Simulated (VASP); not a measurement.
TePb:

```
Pb Te
1.0
     0.00000    3.23100    3.23100
     3.23100    0.00000    3.23100
     3.23100    3.23100    0.00000
Pb Te
1 1
Direct
  0.00000 0.00000 0.00000
  0.50000 0.50000 0.50000
```

- Program: VASP 6.6.1
- Task: relaxation of cell and atoms
- Functional: RPBE
- Potentials or basis: VASP PAW PBE potentials, release 64 (Pb_d, Te)
- Cutoff: 600 eV
- k mesh: 7 × 7 × 7
- Occupations: fermi-dirac, width 0.05 eV
- Spin: no spin polarisation

At the start: pressure 3.6 GPa; volume 33.73 Å³/atom.

**Question.** How do energy, volume and symmetry change on relaxing?

**Answer.** Over 3 steps the energy falls by 32.0 meV/atom and the volume is 36.79 Å³/atom (+9.1 %); space group Fm-3m (No. 225, to 0.05 Å).

Step by step:
```tsv
step	energy change (eV)	largest force (eV/Å)	pressure (GPa)	volume (Å³)
1	0.0000	0.0000	3.61	67.46
2	-0.0606	0.0000	-0.66	75.15
3	-0.0639	0.0000	0.02	73.59
```

Final structure:
```cif
data_structure
_symmetry_space_group_name_H-M 'P 1'
_symmetry_Int_Tables_number 1
_cell_length_a 4.7037
_cell_length_b 4.7037
_cell_length_c 4.7037
_cell_angle_alpha 60.000
_cell_angle_beta 60.000
_cell_angle_gamma 60.000
_cell_volume 73.59
loop_
_atom_site_label
_atom_site_type_symbol
_atom_site_fract_x
_atom_site_fract_y
_atom_site_fract_z
_atom_site_occupancy
Pb1 Pb 0.00000 0.00000 0.00000 1
Te1 Te 0.50000 0.50000 0.50000 1
```

Caveat: the PAW data sets were made with another functional, which shifts forces and pressure a little.
